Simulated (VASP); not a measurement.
Here is a VASP 6.6.1 calculation.

File INCAR:

```
SYSTEM = GaP
ALGO = Normal
EDIFF = 1E-7
EDIFFG = -0.02
ENCUT = 600
GGA = RP
IBRION = 2
ISIF = 3
ISMEAR = -1
LASPH = .TRUE.
LCHARG = .FALSE.
LREAL = .FALSE.
LWAVE = .FALSE.
NELM = 100
NSW = 40
PREC = Accurate
SIGMA = 0.05
```

KPOINTS

```
k-points
0
G
  8 8 8
  0 0 0
```

The input POSCAR:

```
GaP
1.0
    0.0000000000      2.7252500000      2.7252500000
    2.7252500000      0.0000000000      2.7252500000
    2.7252500000      2.7252500000      0.0000000000
Ga P
1 1
Direct
    0.0000000000      0.0000000000      0.0000000000
    0.7500000000      0.7500000000      0.7500000000
```

Potentials or basis: VASP PAW PBE potentials, release 64 (Ga_d, P).

The run is started by

```bash
$ cat potpaw_PBE.64/Ga_d/POTCAR potpaw_PBE.64/P/POTCAR > POTCAR
$ mpirun -np 1 vasp_std > vasp.out
```

Question: What does it give for the band gap on the k mesh?

Answer: 1.50 eV, direct.

Question: Predict the relaxed volume.

Answer: 21.41 Å³/atom.

Question: What does it give for the space group after relaxing (to 0.05 Å)?

Answer: F-43m (No. 216).

The path:
```csv
step,energy change (eV),largest force (eV/Å),pressure (GPa),volume (Å³)
1,0.0000,0.0000,4.50,40.48
2,-0.0252,0.0000,-1.64,43.90
3,-0.0310,0.0000,-0.01,42.81
```

Caveat: the PAW data sets were made with another functional, which shifts forces and pressure a little. RPBE and its kin give volumes clearly too large for solids.
